The table sets computed band gaps beside measured ones for thirteen crystals. The computed values come from a semilocal functional without spin-orbit coupling. "Computed less measured" is the error, negative where the computed gap is too small.

Band gaps of thirteen crystals, computed with ABINIT 10.8.3 using the r2SCAN functional and PAW potentials, without spin polarization or spin-orbit coupling, in the given cells without relaxation. The computed gap is the Kohn-Sham gap, direct or indirect, between the highest filled and lowest empty levels on the k-mesh.

| formula | space group | volume of the given cell (Å³/atom) | potentials or basis | wave cutoff (eV) | k-mesh | computed band gap (eV) | measured band gap (eV) | range of the values found (eV) | what was measured, and how | source | computed less measured (eV) |
| --- | --- | --- | --- | --- | --- | --- | --- | --- | --- | --- | --- |
| TePb | Fm-3m | 33.73 | JTH PAW PBE v2.0 | 544.2 | 6x6x6 | 0.997 | 0.19 | 0.19 to 0.32 | electronic band gap at 4 K; not stated; bulk crystal | arXiv:0808.3152 (2008) | 0.81 |
| PbSe | Fm-3m | 28.67 | JTH PAW PBE v2.0 | 544.2 | 10x10x10 | 0.572 | 0.2 | one value | band gap at X-bar of the surface zone (bulk L point) from ARPES, between quantized subbands; ARPES; film | arXiv:1712.07894 (2017) | 0.37 |
| InAs | F-43m | 27.49 | JTH PAW PBE v2.0 | 544.2 | 5x5x5 | 0.244 | 0.414 | 0.414 to 0.42 | direct gap from band-to-band PL peak; photoluminescence; film | pmc:6881312 (2019) | -0.17 |
| GaSb | F-43m | 28.62 | JTH PAW PBE v2.0 | 544.2 | 5x5x5 | 0.467 | 0.812 | 0.812 to 0.813 | direct gap at T -> 0 K, Eg(0) from Varshni fit to temperature-dependent PL (eq. 3); temperature-dependent photoluminescence; bulk crystal | arXiv:cond-mat/0204296 (2002) | -0.35 |
| SnSe2 | P-3m1 | 25.73 | JTH PAW PBE v2.0 | 489.8 | 5x5x3 | 1.083 | 1.2 | 1 to 1.21 | direct optical gap from Tauc plot, 1200 nm film (bulk-like); diffuse reflectance; film | pmc:5680184 (2017) | -0.12 |
| GaAs | F-43m | 22.59 | JTH PAW PBE v2.0 | 544.2 | 6x6x6 | 1.005 | 1.42 | 1.412 to 1.52 | band-edge photoluminescence emission energy of the GaAs substrate; time-integrated photoluminescence; bulk crystal | arXiv:1409.8467 (2014) | -0.42 |
| CdTe | F-43m | 32.92 | JTH PAW PBE v2.0 | 544.2 | 9x9x9 | 1.378 | 1.57 | 1.57 to 1.592 | direct allowed optical gap from Tauc plot; UV-vis transmission; film | pmc:6213385 (2018) | -0.19 |
| CdSe | P6_3mc | 28.10 | JTH PAW PBE v2.0 | 707.5 | 7x7x4 | 1.173 | 1.75 | 1.74 to 1.76 | optical gap from Tauc plot; UV-visible absorption; film | arXiv:cond-mat/0507557 (2005) | -0.58 |
| BAs | F-43m | 13.63 | JTH PAW PBE v2.0 | 489.8 | 13x13x13 | 1.364 | 1.835 | 1.82 to 4.12 | indirect optical gap from background-subtracted Tauc plot; UV-Vis transmission; bulk crystal | arXiv:2307.05371 (2023) | -0.47 |
| ZnSe | F-43m | 22.76 | JTH PAW PBE v2.0 | 653.1 | 6x6x6 | 1.852 | 2.6 | 2.59 to 2.695 | direct optical gap at Gamma from Tauc plot of absorption; optical absorption spectroscopy; film | pmc:8624428 (2021) | -0.75 |
| GaN | F-43m | 11.44 | JTH PAW PBE v2.0 | 816.3 | 8x8x8 | 2.117 | 3.23 | one value | absorption onset (direct gap at Gamma) of unexcited film, from imaginary part of dielectric function; spectroscopic ellipsometry; film | arXiv:2206.02223 (2022) | -1.11 |
| ZnO | P6_3mc | 11.90 | JTH PAW PBE v2.0 | 761.9 | 7x7x4 | 1.209 | 3.31 | 3.19 to 3.4 | optical gap from Tauc plot of transmittance; optical transmittance; film | pmc:9741464 (2022) | -2.10 |
| Al2O3 | R-3c | 8.50 | JTH PAW PBE v2.0 | 761.9 | 4x4x4 | 7.097 | 8.7 | one value | optical band gap of host from absorption; optical absorption; bulk crystal | pmc:5906618 (2018) | -1.60 |

### 1. Which gaps are computed too large?

Only those of the two lead salts, TePb and PbSe. The other eleven are listed as too small, which is the familiar behaviour of semilocal functionals. A true gap is the cost of removing an electron from one place and adding it far away in the same crystal. When an electron is added across the gap, the exact Kohn-Sham potential jumps by a constant. That jump is part of the true gap, and a semilocal functional misses most of it.

### 2. Does the shortfall grow with the gap? Use your answer to estimate the measured gap of CdSe from its computed one.

It should grow. The missing part is large where the other electrons screen an added charge poorly, and they screen poorly where the gap is wide. The simplest form of this argument is a shortfall proportional to the gap:

$$E_\text{computed} - E_\text{measured} \approx -f\,E_\text{measured}, \qquad E_\text{measured} \approx \frac{E_\text{computed}}{1-f}.$$

The fraction $f$ was fitted to the seven zincblende crystals and came out at 0.30. On these rows the typical miss is 0.13 eV, against 0.31 eV if the same shift is used for every crystal. The worst miss among the seven is CdTe, by 0.27 eV; question 4 returns to it. The printed output after this text gives the details.

CdSe has another structure and took no part in the fit. Its computed gap of 1.17 eV gives $1.17/0.70 \approx 1.7$ eV, close to the measured 1.75 eV.

*On the reasoning.* The screening argument gives the direction of the trend; the straight line through zero is a convenience. For Al₂O₃, whose gap is far wider than any in the fit, the rule predicts a shortfall of 2.6 eV where the table has 1.6 eV. The fraction should not be carried that far.

### 3. ZnO has nearly the same computed gap as CdSe. Why does the same estimate fail there?

The rule gives ZnO about 1.7 eV as well, but the measured gap is 3.31 eV. The computed order is wrong too: ZnO falls 0.6 eV below ZnSe, while measurement puts it 0.7 eV above.

A well-known part of the cause is the filled zinc 3d shell. A semilocal functional lets each electron repel part of its own charge, and this raises compact d levels too far. The oxygen 2p levels lie just above them, and levels that mix repel each other, so the top of the valence band is pushed up and the gap narrows. Lowering the d levels alone is not expected to restore the whole missing gap. In CdSe and ZnSe the selenium p levels lie farther above the metal d shell, and in GaN the gallium d shell lies deeper, so the extra push is weaker.

*On the reasoning.* GaN is a useful control: its measured gap is almost that of ZnO, yet its error is only about half as large. This shows that gap width alone does not set the error. The computed d levels follow the order the explanation needs: the flat metal d bands lie about 4 to 6 eV below the valence top in ZnO, 6 to 7 eV in ZnSe and over 13 eV in GaN. They do not show how much of the missing gap the push accounts for. Nor does their depth alone rank the errors: GaN has the deepest d shell of the three, yet its error is a slightly larger share of the measured gap than that of ZnSe (34 against 29 per cent).

### 4. What would spin-orbit coupling do to the small error of CdTe?

It would make it larger. The valence top of CdTe is built mainly from tellurium p orbitals, six states counting spin. Spin-orbit coupling splits them into four that rise and two that fall, with the average unchanged. If the splitting is $\Delta$, the four rise by $\Delta/3$ and the two fall by $2\Delta/3$.

For CdTe, $\Delta$ is roughly 0.9 eV (a recalled value), so the valence top rises by about 0.3 eV and the gap shrinks by as much. The error then goes from −0.19 to about −0.5 eV. The good agreement in the table therefore rests in part on two errors that cancel. The cell probably helps as well: its edge is about one per cent shorter than the measured one (also recalled), and compression widens this gap.

*On the reasoning.* The same correction applied to all seven zincblende crystals brings CdTe into line with the proportional rule but takes GaSb out of line, and the overall fit is no better. The case for the correction is the known physics of the p levels, not an improved fit.

### 5. Tellurium is heavy in both CdTe and TePb. Why is only the second gap too large?

The difference lies in the empty band. In CdTe the conduction edge is mainly s-like, and an s orbital has no orbital moment for the spin to couple to. In the lead salts it is made mainly of lead 6p orbitals, where the coupling is very strong. The coupling mixes the edge with lead p states above it and pushes the edge down.

Leaving the coupling out therefore leaves the conduction edge too high, and in these small-gap crystals this is expected to outweigh the usual shortfall. The computed gap of TePb is about five times the listed measured one. No calculation with the coupling is at hand to give its exact share. The PbSe error is also less certain, since its reference comes from quantized levels in a film.

### 6. SnSe₂ has the smallest error. Is it the best result?

No, because the two numbers describe different gaps. The computed 1.08 eV is indirect: the band edges lie at different points of the Brillouin zone. The measured 1.2 eV is a direct optical gap. The direct gap from the same calculation is 1.53 eV, which is 0.33 eV too large instead of 0.12 eV too small.

Even that comparison is provisional. The k-mesh skips the zone-boundary points M and L, where a band edge may lie, so both computed gaps are upper bounds for this cell. The atoms were not relaxed either, and sizeable forces remain on selenium. The row supports no verdict on the functional.

### 7. Which digits can be trusted?

Against experiment, the first decimal at best. For GaAs the measured values found run from 1.412 to 1.52 eV, a spread about as large as the change expected between low and room temperature. The third decimal of the computed gap is thus of no use in the comparison, and a difference of 0.02 eV between the errors of InAs and CdTe ranks nothing. The error of ZnO, in contrast, is about ten times the spread of its measured values.

The measured column has weaknesses of its own. A program read the values out of the papers, and a few in a hundred may be wrong or belong to imperfect samples. Optical gaps also include the attraction between the excited electron and the hole it leaves, which the computed gaps do not. The rows are a selection too: some runs were left out, among them poor matches to measured values. The agreement here, including the 0.13 eV typical miss of the proportional rule, may therefore look better than it would for crystals in general.

The calculation has its own uncertainty. The potentials were made for another functional, PBE, and every run warned of very low densities at some points. What either does to the gaps was not tested, so the errors belong to this whole setup and not to the functional alone.

*On the reasoning.* Before correcting a computed gap, ask what the band edges are made of. When spin-orbit coupling is left out, a conduction edge of heavy p orbitals can turn the usual shortfall into an excess, as in the two lead salts.

Output of the analysis:

```
Errors and rough spin-orbit estimate (zero rise outside zincblende means not estimated):
    row  'error (eV)'  'error (% of measured)'  'rise of valence top (eV)'  'error after the rise (eV)'
   TePb         0.807                    424.7                           0                        0.807
   PbSe         0.372                      186                           0                        0.372
   InAs         -0.17                   -41.06                        0.13                         -0.3
   GaSb        -0.345                   -42.49                      0.2533                      -0.5983
  SnSe2        -0.117                    -9.75                           0                       -0.117
   GaAs        -0.415                   -29.23                      0.1133                      -0.5283
   CdTe        -0.192                   -12.23                         0.3                       -0.492
   CdSe        -0.577                   -32.97                           0                       -0.577
    BAs        -0.471                   -25.67                        0.07                       -0.541
   ZnSe        -0.748                   -28.77                      0.1333                      -0.8813
    GaN        -1.113                   -34.46                    0.006667                        -1.12
    ZnO        -2.101                   -63.47                           0                       -2.101
  Al2O3        -1.603                   -18.43                           0                       -1.603
fit of e on 7 rows (zb): coefficient of measured -0.2955 +/- 0.028; rms 0.13, worst CdTe -0.272, leave-one-out rms 0.161
  rows outside the fit (model, value, miss): TePb -0.05615, 0.807, -0.863; PbSe -0.0591, 0.372, -0.431; SnSe2 -0.3546, -0.117, -0.238; CdSe -0.5171, -0.577, 0.0599; ZnO -0.9781, -2.101, 1.12; Al2O3 -2.571, -1.603, -0.968
Constant shift of the zincblende rows (eV): -0.4934
Rms miss of the constant shift (eV): 0.31
Error as a fraction of the measured gap after the spin-orbit estimate: -0.3492
Rms miss of the proportional rule after the spin-orbit estimate (eV): 0.1405
CdTe miss of that rule, prediction less value (eV): -0.05618
GaSb miss of that rule, prediction less value (eV): 0.3148
Computed gap of ZnO less that of ZnSe (eV): -0.643
Measured gap of ZnO less that of ZnSe (eV): 0.71
Computed gap of ZnO less that of GaN (eV): -0.908
Measured gap of ZnO less that of GaN (eV): 0.08
Computed over measured gap of TePb: 5.247
SnSe2 computed direct gap less measured direct gap (eV): 0.327
CdTe cubic cell edge (angstrom): 6.41
```
